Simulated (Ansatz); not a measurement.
# SnSe (rocksalt type): Wannier functions and tight-binding models, part 3 of 3

Where do the localised orbitals of SnSe (rocksalt type) sit, how far are they spread, and how do the settings change that? Plan: PBE, anion s p, 6×6×6; PBE, anion s p, 4×4×4; PBE, anion p, 6×6×6; PBE, all s p, disentangled, 6×6×6; PBE, cation s and anion p, disentangled, 6×6×6; r2SCAN, anion s p, 6×6×6; r2SCAN, all s p, disentangled, 6×6×6; HSE06, anion s p, 6×6×6; HSE06, all s p, disentangled, 6×6×6 (level, trial orbitals, Wannier mesh).

Ansatz 0.2.0; plane waves, PAW; no spin-orbit coupling unless a run is so named. The steps go on from the part before.

### 8 r2SCAN, all s p, disentangled, 6×6×6

input.yaml

```yaml
crystal:
  lattice:
    - [0.0, 3.0021131538, 3.0021131538]
    - [3.0021131538, 0.0, 3.0021131538]
    - [3.0021131538, 3.0021131538, 0.0]
  atoms:
    - { symbol: Sn, position: [0.0, 0.0, 0.0] }
    - { symbol: Se, position: [0.5, 0.5, 0.5] }
kpoints:
  mp_grid: { grid: [6, 6, 6] }
  band_path:
    path:
      - [[0.0, 0.0, 0.0], [0.5, 2.545892728844e-35, 0.5], [0.625, 0.25, 0.625]]
      - [[0.375, 0.375, 0.75], [0.0, 0.0, 0.0], [0.5, 0.5, 0.5], [0.5, 0.25, 0.75], [0.5, 2.545892728844e-35, 0.5]]
    npoints: 10
hamiltonian:
  xc: r2scan
scf:
  occupations: { method: fermi_dirac, width: 0.02 }
  n_extra_bands: 8
output:
  forces: false
  stress: false
  eigenvalues: true
  wannier:
    kmesh: [6, 6, 6]
    projections:
      - { species: Se, l: s, shell: 4 }
      - { species: Se, l: p, shell: 4 }
      - { species: Sn, l: s, shell: 5 }
      - { species: Sn, l: p, shell: 5 }
    minimise: true
    write_hr: true
    conv_tol: 1.0e-08
    max_iter: 3000
    disentanglement: { window: [-16.69, 25.8], frozen_window: [1.31, 11.3] }
```

Launch:

```
> ansatz run input.yaml --threads 4 --pin off --max-ram 3686MiB --backend cpu --events-out ev --progress --plain --runs-dir out
```

The log of the run, cut to the lines that bear on the results:

```text
Warning: RAYON_NUM_THREADS=4 ignored (pool sized by the plan → 4); use --threads N
scf.n_extra_bands = 8 over 15 filled bands (N_el = 30.0): the run solves 23 bands
[...]
Pseudopotentials: kind: paw
Pseudopotential: Sn, paw, valence charge 14, recommended cutoff 500 eV (meta_gga), Sn.paw.azcp
Pseudopotential: Se, paw, valence charge 16, recommended cutoff 500 eV (meta_gga), Se.paw.azcp
Functional definition: r2SCAN
[...]
Crystal: 2 atoms, lattice volume = 54.114 Å³
[...]
SCF converged after 6 iterations
Free energy (F): -11517.602490 eV
[...]
E sigma→0 (E₀):  -11517.602490 eV
Entropy (-TS):   -0.000000 eV (-0.000 meV/atom)
Fermi energy:    9.555698 eV
[...]
--- Band table (eV; the first three rows and the last of 16) ---
[... band rows left out ...]
[...]
Wannier search: line search 1 of at most 3000: gauge-dependent spread (as the search counts it) 5.1732105 Å², largest recent change 1.1e0 Å² and fall left 2.1e-3 Å² against conv_tol 1.0e-8 Å², 0 stops escaped
```

Wall time 8.2 s (4 threads of Arm Neoverse V1, shared host); peak memory 0.61 GiB.

The windows are typed on the program's own energy scale, on which the last band filled by count tops at 9.43 eV.

The head of wannier.spreads.toml:

```toml
omega_i_ang2 = 10.91794889661935
omega_d_ang2 = 0.0004338924539099816
omega_od_ang2 = 2.6690920124092257
omega_total_ang2 = 13.587474801482486
least_projectability = 0.951308183101749
b_vectors_match_mmn = true
n_iter = 54
converged = true
rejected_fitted_steps = 2
dis_converged = true
dis_n_iter = 74
dis_n_moved = 0
dis_level_miss = 0.013225311513057525
```

The functions (centres in Å, on-site energies from the highest level of the last filled band):

```tsv
n	x	y	z	spread (Å²)	on-site (eV)	nearest atoms	distance (Å)
1	2.710	3.295	3.295	1.309	-4.635	Se2	0.51
2	3.295	3.295	2.710	1.309	-4.635	Se2	0.51
3	3.295	2.710	3.295	1.309	-4.635	Se2	0.51
4	2.710	2.710	2.710	1.309	-4.635	Se2	0.51
5	0.371	0.371	-0.371	2.088	-0.785	Sn1	0.64
6	-0.371	-0.371	-0.371	2.088	-0.785	Sn1	0.64
7	-0.371	0.371	0.371	2.088	-0.785	Sn1	0.64
8	0.371	-0.371	0.371	2.088	-0.785	Sn1	0.64
```

Along the path each interpolated band stays within 0.05, 0.01, 0.01, 0.01, 0.02, 0.13, 0.74, 0.75 eV of the nearest computed level, from the lowest band up; bands outside the frozen window needn't match, and between the mesh's points a coarse mesh lets the others stray too.

### 9 HSE06, anion s p, 6×6×6

input.yaml

```yaml
crystal:
  lattice:
    - [0.0, 3.0021131538, 3.0021131538]
    - [3.0021131538, 0.0, 3.0021131538]
    - [3.0021131538, 3.0021131538, 0.0]
  atoms:
    - { symbol: Sn, position: [0.0, 0.0, 0.0] }
    - { symbol: Se, position: [0.5, 0.5, 0.5] }
kpoints:
  mp_grid: { grid: [6, 6, 6] }
  band_path:
    path:
      - [0.0, 0.0, 0.0]
      - [0.5, 0.0, 0.5]
      - [0.625, 0.25, 0.625]
      - [0.375, 0.375, 0.75]
      - [0.5, 0.5, 0.5]
      - [0.5, 0.25, 0.75]
      - [-0.052246, -0.051758, 0.484131]
      - [-0.057292, -0.041911, 0.479818]
      - [0.5, 0.475, 0.525]
    npoints: 1
hamiltonian:
  xc: hse06
scf:
  occupations: { method: fermi_dirac, width: 0.02 }
  n_extra_bands: 6
output:
  forces: false
  stress: false
  eigenvalues: true
  wannier:
    kmesh: [6, 6, 6]
    projections: [{ species: Se, l: s, shell: 4 }, { species: Se, l: p, shell: 4 }]
    minimise: true
    write_hr: true
    conv_tol: 1.0e-08
    max_iter: 3000
```

Launch:

```
> ansatz run input.yaml --threads 4 --pin off --max-ram 3686MiB --backend cpu --events-out ev --progress --plain --runs-dir out
```

The log of the run, cut to the lines that bear on the results:

```text
Warning: RAYON_NUM_THREADS=4 ignored (pool sized by the plan → 4); use --threads N
scf.n_extra_bands = 6 over 15 filled bands (N_el = 30.0): the run solves 21 bands
[...]
Pseudopotentials: kind: paw
Pseudopotential: Sn, paw, valence charge 14, recommended cutoff 420 eV (normal), Sn.paw.azcp
Pseudopotential: Se, paw, valence charge 16, recommended cutoff 420 eV (normal), Se.paw.azcp
Functional definition: HSE06
[...]
Crystal: 2 atoms, lattice volume = 54.114 Å³
[...]
Free energy (F): -11499.659447 eV
Frozen-core exchange: fock
[...]
E sigma→0 (E₀):  -11499.659447 eV
Entropy (-TS):   -0.000000 eV (-0.000 meV/atom)
Fermi energy:    9.506275 eV
[...]
--- Band table (eV; the first three rows and the last of 16) ---
[... band rows left out ...]
[...]
Wannier search: line search 1 of at most 3000: gauge-dependent spread (as the search counts it) 2.5138026 Å², largest recent change 1.0e-1 Å² and fall left 2.1e-4 Å² against conv_tol 1.0e-8 Å², 0 stops escaped
```

Run time: 2.1 min. Hardware: 4 threads of Arm Neoverse V1, shared host; peak memory 1.9 GiB.

wannier.win names the bands that the functions span: 11, combinations of 12-15 (counted from 1; 15 are filled). Combinations are drawn from entangled bands, so such a model needn't follow any one band.

The head of wannier.spreads.toml:

```toml
omega_i_ang2 = 9.089547559525712
omega_d_ang2 = 0.001640818745542725
omega_od_ang2 = 1.3855359035030559
omega_total_ang2 = 10.476724281774311
least_projectability = 0.6868899342565717
b_vectors_match_mmn = true
n_iter = 75
converged = true
rejected_fitted_steps = 0
```

The functions (centres in Å, on-site energies from the top of the filled bands):

```tsv
n	x	y	z	spread (Å²)	on-site (eV)	nearest atoms	distance (Å)
1	2.669	2.669	2.669	2.613	-7.373	Se2	0.58
2	2.892	2.892	3.551	2.621	-7.341	Se2	0.57
3	3.551	2.892	2.892	2.621	-7.341	Se2	0.57
4	2.892	3.551	2.892	2.621	-7.341	Se2	0.57
```

### 10 HSE06, all s p, disentangled, 6×6×6

input.yaml: that of step 9 with these lines changed.

```diff
@@ -26,3 +26,3 @@
   occupations: { method: fermi_dirac, width: 0.02 }
-  n_extra_bands: 6
+  n_extra_bands: 8
 output:
@@ -33,3 +33,7 @@
     kmesh: [6, 6, 6]
-    projections: [{ species: Se, l: s, shell: 4 }, { species: Se, l: p, shell: 4 }]
+    projections:
+      - { species: Se, l: s, shell: 4 }
+      - { species: Se, l: p, shell: 4 }
+      - { species: Sn, l: s, shell: 5 }
+      - { species: Sn, l: p, shell: 5 }
     minimise: true
@@ -38 +42,2 @@
     max_iter: 3000
+    disentanglement: { window: [-16.71, 25.73], frozen_window: [1.29, 11.23] }
```

Launch:

```
> ansatz run input.yaml --threads 4 --pin off --max-ram 3686MiB --backend cpu --events-out ev --progress --plain --runs-dir out
```

The log of the run, cut to the lines that bear on the results:

```text
Warning: RAYON_NUM_THREADS=4 ignored (pool sized by the plan → 4); use --threads N
scf.n_extra_bands = 8 over 15 filled bands (N_el = 30.0): the run solves 23 bands
[...]
Pseudopotentials: kind: paw
Pseudopotential: Sn, paw, valence charge 14, recommended cutoff 420 eV (normal), Sn.paw.azcp
Pseudopotential: Se, paw, valence charge 16, recommended cutoff 420 eV (normal), Se.paw.azcp
Functional definition: HSE06
[...]
Crystal: 2 atoms, lattice volume = 54.114 Å³
[...]
Free energy (F): -11499.659447 eV
Frozen-core exchange: fock
[...]
E sigma→0 (E₀):  -11499.659447 eV
Entropy (-TS):   -0.000000 eV (-0.000 meV/atom)
Fermi energy:    9.506284 eV
[...]
--- Band table (eV; the first three rows and the last of 16) ---
[... band rows left out ...]
[...]
Wannier search: line search 1 of at most 3000: gauge-dependent spread (as the search counts it) 5.1774314 Å², largest recent change 1.1e0 Å² and fall left 2.2e-3 Å² against conv_tol 1.0e-8 Å², 0 stops escaped
```

Run time: 4.7 min. Hardware: 4 threads of Arm Neoverse V1, shared host; peak memory 1.9 GiB.

The windows are typed on the program's own energy scale, on which the last band filled by count tops at 9.37 eV.

The head of wannier.spreads.toml:

```toml
omega_i_ang2 = 11.09299916705092
omega_d_ang2 = 0.0005189705274994492
omega_od_ang2 = 2.671334738909391
omega_total_ang2 = 13.76485287648781
least_projectability = 0.950599637847522
b_vectors_match_mmn = true
n_iter = 53
converged = true
rejected_fitted_steps = 2
dis_converged = true
dis_n_iter = 75
dis_n_moved = 0
dis_level_miss = 0.015622102415203593
```

The functions (centres in Å, on-site energies from the top of the filled bands):

```tsv
n	x	y	z	spread (Å²)	on-site (eV)	nearest atoms	distance (Å)
1	2.709	3.295	3.295	1.326	-4.951	Se2	0.51
2	3.295	3.295	2.709	1.326	-4.951	Se2	0.51
3	3.295	2.709	3.295	1.326	-4.951	Se2	0.51
4	2.709	2.709	2.709	1.326	-4.951	Se2	0.51
5	0.371	0.371	-0.371	2.115	-0.762	Sn1	0.64
6	-0.371	-0.371	-0.371	2.115	-0.762	Sn1	0.64
7	-0.371	0.371	0.371	2.115	-0.762	Sn1	0.64
8	0.371	-0.371	0.371	2.115	-0.762	Sn1	0.64
```

### 11 Comparison

```tsv
run	functions	total spread (Å²)	invariant part (Å²)	mean spread (Å²)	largest miss of a band (eV)	time
PBE, anion s p, 6×6×6	4	11.119	9.724	2.780	1.72	1.6 s
PBE, anion s p, 4×4×4	4	9.299	7.910	2.325	1.63	1.2 s
PBE, anion p, 6×6×6	3	11.193	11.056	3.731	2.05	1.4 s
PBE, all s p, disentangled, 6×6×6	8	13.651	10.980	1.706	0.72	5.3 s
PBE, cation s and anion p, disentangled, 6×6×6	4	18.504	17.251	4.626	1.90	4.1 s
r2SCAN, anion s p, 6×6×6	4	10.584	9.199	2.646	2.03	3.1 s
r2SCAN, all s p, disentangled, 6×6×6	8	13.587	10.918	1.698	0.75	8.2 s
HSE06, anion s p, 6×6×6	4	10.477	9.090	2.619	not checked	2.1 min
HSE06, all s p, disentangled, 6×6×6	8	13.765	11.093	1.721	not checked	4.7 min
```

### 12 Outcome

What follows sums up all 3 parts.

| quantity | value |
| --- | --- |
| total spread, PBE, anion s p, 6×6×6 | 11.12 Å² over 4 functions |
| total spread, PBE, anion s p, 4×4×4 | 9.30 Å² over 4 functions |
| total spread, PBE, anion p, 6×6×6 | 11.19 Å² over 3 functions |
| total spread, PBE, all s p, disentangled, 6×6×6 | 13.65 Å² over 8 functions |
| total spread, PBE, cation s and anion p, disentangled, 6×6×6 | 18.50 Å² over 4 functions |
| total spread, r2SCAN, anion s p, 6×6×6 | 10.58 Å² over 4 functions |
| total spread, r2SCAN, all s p, disentangled, 6×6×6 | 13.59 Å² over 8 functions |
| total spread, HSE06, anion s p, 6×6×6 | 10.48 Å² over 4 functions |
| total spread, HSE06, all s p, disentangled, 6×6×6 | 13.76 Å² over 8 functions |
| centres of the first set | 0.56 to 0.57 Å from the nearest atom |

With PBE, anion s p, 6×6×6 the 4 functions move off the atoms, with a mean spread of 2.78 Å²; 87 % of the total is gauge invariant. The total spread goes from 9.30 Å² on 4×4×4 to 11.12 Å² on 6×6×6: finite differences in k understate it on coarse meshes, while the largest miss of a band goes from 1.63 to 1.72 eV. On one set and mesh the functional gives 11.12 (PBE), 10.58 (r2SCAN), 10.48 (HSE06) Å². The disentangled models miss some band by up to 1.9 eV, which may lie outside their frozen windows.
